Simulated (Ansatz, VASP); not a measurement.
# Two plane-wave programs on Zn

File INCAR:

```
PREC = Accurate
ENCUT = 520
EDIFF = 1E-7
ISMEAR = -1
SIGMA = 0.05
LREAL = False
LASPH = True
NELM = 80
ALGO = Normal
ISIF = 2
LWAVE = False
LCHARG = False
GGA = PE
NBANDS = 12
```

KPOINTS

```
regular mesh
0
Gamma
  12 12 12
```

File POSCAR:

```
Zn
1.0
   -1.5998102441      1.5998102441      1.5998102441
    1.5998102441     -1.5998102441      1.5998102441
    1.5998102441      1.5998102441     -1.5998102441
Zn
1
Direct
    0.0000000000      0.0000000000      0.0000000000
```

input.yaml

```yaml
crystal:
  lattice:
    - [-1.5998102441, 1.5998102441, 1.5998102441]
    - [1.5998102441, -1.5998102441, 1.5998102441]
    - [1.5998102441, 1.5998102441, -1.5998102441]
  atoms:
    - { symbol: Zn, position: [0.0, 0.0, 0.0] }
hamiltonian:
  xc: pbe
  pseudopotentials: { kind: paw }
kpoints:
  mp_grid: { grid: [12, 12, 12] }
scf:
  occupations: { method: fermi_dirac, width: 0.05 }
output:
  forces: true
  stress: true
  eigenvalues: true
```

Change from the starting cell: volume scaled by 1.06.

Alike in both runs: task single point; functional PBE; k mesh 12 × 12 × 12; occupations fermi-dirac, width 0.05 eV; no spin polarisation.

```csv
,VASP,Ansatz
version,VASP 6.6.1,Ansatz 0.2.0
potentials or method,"VASP PAW PBE potentials, release 64 (Zn)",Ansatz PAW
plane-wave cutoff (eV),520,420
valence electrons in the cell,12,12
```

|  | VASP | Ansatz | Ansatz less VASP |
| --- | --- | --- | --- |
| gap on the k mesh at the Fermi level (eV) | none | none | - |
| pressure (GPa) | -3.1 | -3.4 | -0.22 |

A gap of «none» marks a metal or a gap that the smearing closes. With one functional, cell and mesh, what is left measures potentials, basis and numerics.
